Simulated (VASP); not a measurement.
Write the native input for VASP 6.6.1 that does the following.

| Property | Result |
| --- | --- |
| Task | single point |
| Functional | r2SCAN |
| Potentials or basis | VASP PAW PBE potentials, release 64 (Al) |
| Cutoff | 520 eV |
| k mesh | 7 × 7 × 1 |
| Occupations | fermi-dirac, width 0.15 eV |
| Spin | no spin polarisation |
| Dipole correction | yes |
| Further INCAR settings | ALGO = Normal; EDIFF = 1e-06; NBANDS = 14 |

The system is Al, a slab with vacuum.

```
Al
1.0
     2.81245    0.00000    0.00000
    -1.40623    2.43566    0.00000
     0.00000    0.00000   26.30027
Al
4
Direct
  0.66667 0.33333 0.45374
  0.33333 0.66667 0.36121
  0.66667 0.33333 0.63879
  0.33333 0.66667 0.54626
```

The slab is cut from a database's or a generator's crystal, which needn't be the stable form of the element.

One way to write it, as run:

POSCAR

```
Al
1.0
    2.8124550000      0.0000000000      0.0000000000
   -1.4062275000      2.4356574770      0.0000000000
    0.0000000000      0.0000000000     26.3002750000
Al
4
Direct
    0.6666670000      0.3333330000      0.4537376510
    0.3333330000      0.6666670000      0.3612129531
    0.6666670000      0.3333330000      0.6387870469
    0.3333330000      0.6666670000      0.5462623490
```

INCAR.step1

```
PREC = Accurate
ENCUT = 520
ISMEAR = -1
SIGMA = 0.15
LREAL = F
LASPH = T
NELM = 100
LDIPOL = T
IDIPOL = 3
DIPOL = 0.5 0.5 0.500
NBANDS = 14
GGA = PE
ALGO = Normal
EDIFF = 1E-4
LWAVE = T
LCHARG = F
```

INCAR.step2

```
PREC = Accurate
ENCUT = 520
EDIFF = 1E-6
ISMEAR = -1
SIGMA = 0.15
LREAL = F
LASPH = T
NELM = 100
ALGO = Normal
ISIF = 2
LWAVE = F
LCHARG = T
LDIPOL = T
IDIPOL = 3
DIPOL = 0.5 0.5 0.500
METAGGA = R2SCAN
LMIXTAU = T
LELF = T
LVHAR = T
LVACPOTAV = T
NBANDS = 14
ISTART = 1
```

KPOINTS

```
Automatic mesh
0
Gamma
  7 7 1
```

Potentials or basis: VASP PAW PBE potentials, release 64 (Al).

The run is started by

```console
$ cat potpaw_PBE.64/Al/POTCAR > POTCAR
$ cp INCAR.step1 INCAR
$ mpirun -np 1 vasp_std > vasp.out
$ cp INCAR.step2 INCAR
$ mpirun -np 1 vasp_std > vasp.out
```

Results of the run:

```yaml
Largest_force: 0.309 eV/Å
Band_gap_on_the_k_mesh: none (metal or under the smearing width)
Work_function_of_the_upper_face: 4.17 eV
Work_function_of_the_lower_face: 4.17 eV
```

Caveat: the k mesh is coarse (spacing up to 0.37 Å⁻¹), so the values aren't converged; the PAW data sets were made with another functional, which shifts forces and pressure a little.

Run time: 48 s on 1 thread of Intel(R) Xeon(R) 6975P-C (Granite Rapids), on a shared host, peak memory 0.34 GiB.
